Crystalline molybdenum ditelluride is a stack of layers with strong bonds inside each layer and only weak forces between them. The simplest guess is therefore that the crystal vibrates as its single layers do. One layer has three atoms in its repeating unit, two of Te and one of Mo, and hence nine vibrations. The crystal's cell holds two such layers, so each of the nine should appear twice, at the same frequency.

GPAW 26.7.0, vdW-DF2 with PAW data sets (gpaw-data 1.2.1), for bulk MoTe₂ (P6₃/mmc, six atoms per cell): plane waves up to 600 eV, 6×6×2 k mesh, Fermi–Dirac smearing of 0.05 eV, no spin polarisation or spin–orbit coupling. Harmonic phonons at Γ (q row 1) from 0.01 Å displacements in this one cell, after relaxation of the atoms with the cell fixed.

| row | phonon q row (row) | phonon frequency (cm⁻¹) |
| --- | --- | --- |
| 1 | 1 | 0.00 |
| 2 | 1 | 0.00 |
| 3 | 1 | 0.00 |
| 4 | 1 | 30.50 |
| 5 | 1 | 30.50 |
| 6 | 1 | 59.50 |
| 7 | 1 | 108.70 |
| 8 | 1 | 108.70 |
| 9 | 1 | 112.10 |
| 10 | 1 | 112.10 |
| 11 | 1 | 161.10 |
| 12 | 1 | 173.10 |
| 13 | 1 | 218.80 |
| 14 | 1 | 218.80 |
| 15 | 1 | 218.90 |
| 16 | 1 | 218.90 |
| 17 | 1 | 266.20 |
| 18 | 1 | 271.40 |

Two kinds of equality must be kept apart here. Motion within the plane can point in either of two equivalent directions, so symmetry makes in-plane modes come as doublets, such as rows 4 and 5. The equality in question is a different one: that between the two ways in which neighbouring layers can perform the same vibration, in step or out of step. No symmetry demands it, and it can be expected only as far as the layers ignore one another.

Which rows belong together follows from the symmetry of the crystal and the known pattern of modes in this structure, not from computed displacements. Rows 1 to 3, in which the whole crystal shifts, are paired with rows 4 to 6, in which neighbouring layers shift rigidly against each other. Rows 7 and 8 go with 9 and 10, row 11 with 12, rows 13 and 14 with 15 and 16, and row 17 with 18. Only the high doublets in rows 13 to 16 fulfil the naive guess, with a difference of 0.1 cm$^{-1}$ that is too small to interpret.

The other pairs break the guess by very different amounts. Among the motions perpendicular to the layers, the partners lie 59.5 cm$^{-1}$ apart at the bottom of the spectrum, 12.0 apart in rows 11 and 12, and 5.2 apart in rows 17 and 18. It looks as if the layers felt each other strongly in slow vibrations and hardly at all in fast ones. That impression is mostly a product of the scale on which the vibrations are listed.

To see why, consider what happens to the gap between two layers. It is bounded by two sheets of Te atoms that face each other. If both sheets move by the same amount in the same direction, the gap keeps its shape and the weak forces across it have nothing to resist. If the sheets move in opposite directions, the gap is strained and pushes back. The two members of a pair differ in just this respect, while the bonds inside the layers are deformed alike.

The additional push acts together with the forces already present, and it is forces that add, not frequencies. The frequency of an oscillator grows as the square root of its restoring force divided by its mass. The weak force across the gap therefore adds a certain amount to the square of the frequency. Where there was no restoring force before, that amount makes up the whole frequency; where stiff bonds already dominate, it barely shows.

The squared frequencies bear this out for the motions perpendicular to the layers. The square of row 6 is about 3540 cm$^{-2}$, while the squares differ by about 4010 in rows 11 and 12 and by about 2800 in rows 17 and 18. Splittings that differ more than tenfold in frequency thus come from additions that agree within a factor of 1.5. In these perpendicular motions the layers disturb the fast vibrations about as much as the slow ones, but a stiff vibration hides the disturbance. The in-plane motions are less regular, as the high doublets will show.

Sliding motions feel a softer gap. The squared frequency of row 6, in which the gap opens and closes, is 3.8 times that of rows 4 and 5, in which the layers slide. Opening and closing changes the distance between the facing Te sheets directly, and on closing it runs into the steep repulsion between their electron shells. Sliding moves each sheet across the shallow hills and hollows of the other, which changes those distances much less. In-plane pairs should accordingly be split less than perpendicular ones at similar frequencies.

The picture becomes a model if each gap is replaced by one spring of strength $K$ per cell, joining the facing Te sheets. Let $m_{\mathrm{Te}}$ and $m_{\mathrm{Mo}}$ be the atomic masses, $M=m_{\mathrm{Mo}}+2m_{\mathrm{Te}}$ the mass of a layer in one cell, and $\omega$ the angular frequency. When neighbouring rigid layers move by $+a$ and $-a$, each gap changes by $2a$. The cell contains two gaps, so their greatest elastic energy is $4Ka^2$. Setting this equal to the greatest kinetic energy of the two layers, $M\omega^2a^2$, gives

$$\omega_{\mathrm{rigid}}^2=\frac{4K}{M}.$$

In rows 11 and 12 the Mo atoms rest while the two Te sheets of each layer move apart and together, so that the layer swells and shrinks. If one layer swells while its neighbour shrinks, the facing sheets move together and the gap is unchanged; this is row 11. If both swell at once, the sheets approach each other across every gap; this is row 12. For Te displacements of size $a$ the springs again store $4Ka^2$, but now only four Te atoms carry the kinetic energy, $2m_{\mathrm{Te}}\omega^2a^2$. The addition to the squared frequency is therefore

$$\Delta(\omega^2)=\frac{2K}{m_{\mathrm{Te}}}=\left(1+\frac{m_{\mathrm{Mo}}}{2m_{\mathrm{Te}}}\right)\omega_{\mathrm{rigid}}^2.$$

A Mo atom has about three quarters of the mass of a Te atom, which makes the bracket 1.375. The same gap spring thus counts for more here than in the rigid motion, because it no longer has to move the Mo atoms as well.

This gives an estimate of row 12 from rows 6 and 11. The strength of the spring comes from row 6, and the addition is $1.375\times59.5^2\approx4870$ cm$^{-2}$. Added to the square of row 11, it yields

$$\sqrt{161.1^2+4870}\approx175.6\ \mathrm{cm}^{-1}.$$

The predicted splitting is 14.5 cm$^{-1}$, against 12.0 in the calculation, whose value for row 12 played no part in the estimate. A spring calibrated on the slowest perpendicular vibration thus accounts for the break at nearly three times that frequency, with an excess of about a fifth of the splitting.

The same reasoning applies to rows 7 to 10, where the Te sheets of each layer slide in opposite directions and Mo again rests. The spring must now be the softer one for sliding, calibrated on rows 4 and 5. It predicts a splitting of 5.7 cm$^{-1}$, whereas the calculation gives 3.4. The break has the right scale, but the model puts too much of the coupling into this motion.

In the highest vibrations Mo moves against both Te sheets. The centre of mass of each layer stays at rest or nearly so, and the lighter Mo atom therefore moves farther than the Te atoms do and carries most of the kinetic energy. The gap, however, is bounded by Te and feels only the small Te displacement. The spring's addition shrinks to $m_{\mathrm{Mo}}/(2m_{\mathrm{Te}})$, or 0.375, of its value for rigid layers.

For the in-plane members of this family, rows 13 to 16, three circumstances work together: a soft sliding spring, a small Te displacement and a high starting frequency. The model gives a splitting of only 0.8 cm$^{-1}$. That is about eight times the computed 0.1, the largest miss of the model as a ratio, so the three circumstances explain only part of the near coincidence. They do show that a small splitting here is no sign of uncoupled layers. For the perpendicular members, rows 17 and 18, it gives 2.5 cm$^{-1}$, about half of the computed 5.2. This is the one pair for which the spring model falls short instead of overshooting.

A cruder rule is a useful test of how much the model has explained. Suppose that every vibration that strains the gap gains the same squared frequency as the rigid layers, whatever its atoms do. The splittings then come out as 10.6 cm$^{-1}$ for rows 11 and 12 and 6.6 for rows 17 and 18, both closer to the calculation than those of the spring model. Rows 7 to 10 improve as well, while the high in-plane doublets get worse, with 2.1 cm$^{-1}$ where the calculation has almost none.

This mixed result separates two claims. That the weak coupling across the gap sets the rough scale of the breaks is supported, since either rule comes within about a factor of two of the three splittings above the rigid-layer modes that are large enough to read, although neither does so for rows 13 to 16. That the coupling sits entirely on the facing Te atoms is not supported. The cruder rule is no better founded as mechanics. It amounts to adding a second spring, between the Mo atoms of neighbouring layers, tuned so that each atom is pulled back in proportion to its own mass.

A possible reason for the overshoot is that atoms deeper in the layers also feel the neighbouring layer. If a Te atom and the Mo atoms across the gap are joined by a restoring force, which the frequencies alone cannot show, this force resists the rigid motion and so enters the calibration. It does not separate the partners in rows 7 to 12, where Mo rests. Such a force would, however, make the predicted splitting of rows 17 and 18 smaller still, and it would also shrink that of rows 13 to 16, possibly to the point of reversing their order. A restoring force between the Mo atoms of neighbouring layers would likewise enter the calibration and leave the partners in rows 7 to 12 unseparated. It would widen both high splittings, because the far-moving Mo atoms of neighbouring layers go in opposite directions in the mode that strains the gap. The first force would suit the in-plane doublets and the second rows 17 and 18; which of them is present remains open.

Electric charge is another candidate for the excess in rows 17 and 18. When Mo moves against Te, each layer acquires an oscillating electric dipole. On the usual assignment, in row 17 the dipoles of neighbouring layers point the same way along the stacking direction, and in row 18 they oppose each other. The dipoles of a layer set up a field inside it that resists the motion. The periodic calculation allows no average field across the crystal, which weakens this resistance when all the dipoles are aligned and so lowers row 17; in row 18 the dipoles cancel and nothing is weakened. The calculation leaves out the long-range field that a polar wave travelling along the stack would create; this field would raise row 17 and narrow the pair. For a wave travelling within the layers it would instead be expected to raise one member of the polar doublet among rows 13 to 16. How much of the excess splitting has this origin is untested.

The strength of the gap spring itself belongs to the particular cell used. The atoms were relaxed while the cell was held fixed, and the layers thickened at the expense of the space between them. The facing Te sheets ended up 3.26 Å apart, and a narrower gap should be a stiffer one. The functional vdW-DF2 is known to favour bonds that are too long, so the swelling of the layers is probably exaggerated and the rigid-layer frequencies, above all that of row 6, may lie too high. Rows 4 to 6 would respond most visibly to a change of cell, because they have no other restoring force, but the splittings higher up should follow them.

The argument also gives a way to judge a similar layered crystal. Square the frequency of its rigid-layer mode, sliding or breathing as appropriate, and divide by twice the frequency of the vibration inside the layer; the result is the rough splitting to look for. In the present crystal this rule greatly overrates the splitting of the high in-plane doublets, and it has not been tested here on another one. What remains open is which atoms carry the coupling. The displacements of the atoms in each mode, together with the forces between individual atoms across the gap, would show whether deeper atoms and electric dipoles really account for the two opposite errors of the spring model.
